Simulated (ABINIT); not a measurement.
**BeTe (F-43m): G0W0 in ABINIT against the screening cutoff in the self-energy**

Aim: move the screening cutoff in the self-energy of a G0W0 run on BeTe (F-43m) over a wide range.

Calculated with ABINIT 10.8.3; LDA and many-body steps on it, plane waves.

Most raw output is cut from this account.

The database entry behind the starting cell differs from later determinations by our own check (an axis about 1.5 % short against later determinations), so it need not match the best structure at ambient conditions.

### 1. The structure

Symmetry: F-43m, No. 216, cubic system. The conventional cell has a = 5.540 Å, b = 5.540 Å, c = 5.540 Å, α = 90.00°, β = 90.00°, γ = 90.00°. Nearest to Be lie 4 Te at 2.40 Å. Nearest to Te lie 4 Be at 2.40 Å. Farther neighbours and most contacts between anions are not listed.

Structure file:

```cif
data_structure
_symmetry_space_group_name_H-M 'P 1'
_symmetry_Int_Tables_number 1
_cell_length_a 3.9174
_cell_length_b 3.9174
_cell_length_c 3.9174
_cell_angle_alpha 60.000
_cell_angle_beta 60.000
_cell_angle_gamma 60.000
_cell_volume 42.51
loop_
_atom_site_label
_atom_site_type_symbol
_atom_site_fract_x
_atom_site_fract_y
_atom_site_fract_z
_atom_site_occupancy
Be1 Be 0.00000 0.00000 0.00000 1
Te2 Te 0.25000 0.25000 0.25000 1
```

The cell and positions come from the Crystallography Open Database and are kept as given unless a step says otherwise. Spin-orbit coupling is left out unless a step names it.

### 2. Screening, 4×4×4 mesh, 79 bands, screening to 176.9 eV

This step: ABINIT 10.8.3; RPA screening on LDA, plane waves, norm-conserving pseudopotentials.

The RPA dielectric matrix is built and inverted for each q.

The input, run.abi:

```
acell 3*1.0 Angstrom
rprim 
  0.000000000000 2.770000000000 2.770000000000
  2.770000000000 0.000000000000 2.770000000000
  2.770000000000 2.770000000000 -0.000000000000
ntypat 2
znucl 4 52
natom 2
typat 1 2
xred 
  0.000000000000 0.000000000000 0.000000000000
  0.250000000000 0.250000000000 0.250000000000
pp_dirpath "pseudos"
pseudos "Be.upf, Te.upf"
ecut 38
ngkpt 4 4 4
nshiftk 1
shiftk 0 0 0
kptopt 1
chksymbreak 0
istwfk *1
occopt 1
irdwfk 1
optdriver 3
nband 79
ecuteps 6.5
inclvkb 2
awtr 1
symchi 1
indata_prefix "in"
outdata_prefix "out"
tmpdata_prefix "tmp"
```

Command:

```console
OMP_NUM_THREADS=1 mpirun -n 4 abinit run.abi > log
```

The job ended after 16 s (4 MPI ranks of Arm Neoverse V2, shared host; peak memory 0.73 GiB; 64 s of CPU time).

Numbers from this step:

```yaml
eps_infinity_with_local_fields_on_this_mesh_along_the_program_s_q_direction: 9.338
the_same_without_local_fields: 10.61
plasma_frequency: 25.47 eV
plane_waves_in_the_screening_matrix: 259
```

Local fields lower ε∞ by 12 %. On a Γ-centred mesh this coarse the value itself is usually too large, while a short band sum pulls it down.

### 3. 0.7 Ha

This step: G0W0 on LDA, plane waves, norm-conserving pseudopotentials.

run.abi: that of step 2 with these lines changed.

```diff
@@ -23,8 +23,17 @@
 irdwfk 1
-optdriver 3
+optdriver 4
 nband 79
-ecuteps 6.5
-inclvkb 2
-awtr 1
-symchi 1
+gwcalctyp 0
+ecutsigx 38
+symsigma 1
+nkptgw 2
+kptgw 
+  0.0000000000 0.0000000000 0.0000000000
+  0.5000000000 0.5000000000 0.0000000000
+bdgw 
+  8 13
+  9 12
+ecuteps 0.7
+irdscr 1
+ppmodel 1
 indata_prefix "in"
```

Elapsed: 2.5 s, on 4 MPI ranks; peak memory 0.17 GiB.

This step gave:

```
G0W0 gap on the points computed              : 3.106 eV
starting gap on the mesh                     : 1.775 eV
k of the valence top                         : 0, 0, 0
k of the conduction bottom                   : 0.5, 0.5, 0
Z at the valence top                         : 0.835
Z at the conduction bottom                   : 0.833
least direct G0W0 gap on the computed points : 5.347 eV
```

### 4. 1.3 Ha

run.abi: that of step 3 with these lines changed.

```diff
@@ -35,3 +35,3 @@
   9 12
-ecuteps 0.7
+ecuteps 1.3
 irdscr 1
```

Run time: 2.5 s. Hardware: 4 MPI ranks; peak memory 0.17 GiB; 9.8 s of CPU time.

This step gave:

```
G0W0 gap on the points computed              : 2.891 eV
starting gap on the mesh                     : 1.775 eV
k of the valence top                         : 0, 0, 0
k of the conduction bottom                   : 0.5, 0.5, 0
Z at the valence top                         : 0.82
Z at the conduction bottom                   : 0.822
least direct G0W0 gap on the computed points : 5.111 eV
```

### 5. 2.3 Ha

The self-energy is evaluated for the states that the input lists, and the levels follow from it, in one-shot runs by the linearised quasiparticle equation.

run.abi: that of step 4 with these lines changed.

```diff
@@ -35,3 +35,3 @@
   9 12
-ecuteps 1.3
+ecuteps 2.3
 irdscr 1
```

Elapsed: 2.8 s, on 4 MPI ranks; peak memory 0.17 GiB; 11 s of CPU time.

Numbers from this step:

- G0W0 gap on the points computed: 3.033 eV
- starting gap on the mesh: 1.775 eV
- k of the valence top: 0, 0, 0
- k of the conduction bottom: 0.5, 0.5, 0
- least direct G0W0 gap on the computed points: 5.108 eV

The gap on the mesh goes from 1.77 eV to 3.03 eV, a correction of +1.26 eV.

### 6. 3.2 Ha

run.abi: that of step 5 with these lines changed.

```diff
@@ -35,3 +35,3 @@
   9 12
-ecuteps 2.3
+ecuteps 3.2
 irdscr 1
```

Run time: 3 s. Hardware: 4 MPI ranks; peak memory 0.17 GiB.

This step gave:

```
G0W0 gap on the points computed              : 3.049 eV
starting gap on the mesh                     : 1.775 eV
k of the valence top                         : 0, 0, 0
k of the conduction bottom                   : 0.5, 0.5, 0
least direct G0W0 gap on the computed points : 5.114 eV
```

Against the run before, the gap moves by +0.016 eV.

### 7. 4.9 Ha

run.abi: that of step 6 with these lines changed.

```diff
@@ -35,3 +35,3 @@
   9 12
-ecuteps 3.2
+ecuteps 4.9
 irdscr 1
```

The job ended after 4.8 s (4 MPI ranks; peak memory 0.65 GiB; 19 s of CPU time).

Numbers from this step:

| Property | Result |
| --- | --- |
| G0W0 gap on the points computed | 3.14 eV |
| starting gap on the mesh | 1.775 eV |
| k of the valence top | 0, 0, 0 |
| k of the conduction bottom | 0.5, 0.5, 0 |
| least direct G0W0 gap on the computed points | 5.188 eV |

Against the run before, the gap moves by +0.091 eV.

### 8. 6.5 Ha

run.abi: that of step 7 with these lines changed.

```diff
@@ -35,3 +35,3 @@
   9 12
-ecuteps 4.9
+ecuteps 6.5
 irdscr 1
```

It took 7.8 s on 4 MPI ranks; peak memory 0.76 GiB; 31 s of CPU time.

Numbers from this step:

```yaml
g0w0_gap_on_the_points_computed: 3.143 eV
starting_gap_on_the_mesh: 1.775 eV
k_of_the_valence_top: 0, 0, 0
k_of_the_conduction_bottom: 0.5, 0.5, 0
least_direct_g0w0_gap_on_the_computed_points: 5.193 eV
```

Against the run before, the gap moves by +0.003 eV.

### 9. The runs together

Times are wall times on 4 MPI ranks of Arm Neoverse V2, shared host, good to a factor of about two. A run's time includes the screening step that it read.

```csv
run,mesh,bands,screening cutoff (eV),DFT gap (eV),gap on the mesh (eV),direct (eV),ε∞ used,time
0.7 Ha,4×4×4,79,19,1.775,3.106,5.347,9.34,19 s
1.3 Ha,4×4×4,79,35.4,1.775,2.891,5.111,9.34,19 s
2.3 Ha,4×4×4,79,62.6,1.775,3.033,5.108,9.34,19 s
3.2 Ha,4×4×4,79,87.1,1.775,3.049,5.114,9.34,19 s
4.9 Ha,4×4×4,79,133.3,1.775,3.140,5.188,9.34,21 s
6.5 Ha,4×4×4,79,176.9,1.775,3.143,5.193,9.34,24 s
```

### 10. Outcome

| Quantity | Value |
| --- | --- |
| 0.7 Ha | 3.106 eV |
| 1.3 Ha | 2.891 eV |
| 2.3 Ha | 3.033 eV |
| 3.2 Ha | 3.049 eV |
| 4.9 Ha | 3.140 eV |
| 6.5 Ha | 3.143 eV |
| known limits | not at the basis limit; exchange with frozen shells missing; no spin-orbit coupling; coarse k mesh |

In words: The setting moved: screening cutoff in the self-energy. From 0.7 Ha to 6.5 Ha the gap moves by +0.04 eV, not steadily: it passes through 2.89 eV. It holds to 0.03 eV from 4.9 Ha on. Bands and screening cutoff are coupled, so a series along one setting does not show full convergence. Bands and cutoff are finite, so the gap is not at the basis limit. The miss can reach some tenths of an eV and take either sign; the mesh is an error of its own. In the G0W0 runs levels were corrected at 2 k points alone, so a gap called «on the mesh» is the least over those, and an edge elsewhere would be missed. The 4×4×4 mesh is coarse for this cell, which bears on the long-range parts of exchange and screening. The norm-conserving file of at least one element keeps a d shell over frozen s and p shells of the same row. Exchange with those shells is missing from the self-energy, an error of 0.3 to 0.9 eV in cases checked, whose sign depends on which edge lies on those atoms. The many-body steps are scalar-relativistic: spin-orbit coupling is not in them.

[Paths, hosts, dates, memory and timing lines, banners, echoed tables and standing remarks are left out of the program output.]

[Logs are printed without paths, hosts, clocks, repeated set-up lines and the standing remarks that a program may print on its own settings, such as how far it seeks lower states.]

[Runs of the session that timed out or met a known fault of the program may be left out.]

[Hosts, paths, dates, database ids (printed as entryN), source tags and the programs' standing remarks are cut or masked in the printed files.]

[G0W0 gaps are taken among the corrected bands and points alone; a level outside them can change the order at an edge.]

[Where Ansatz stands beside ABINIT at settings called matched, ABINIT's density can come from a denser mesh and the files from another edition; pairs whose starting gaps differed by over 0.03 eV were left out, so agreement reads better than it is.]
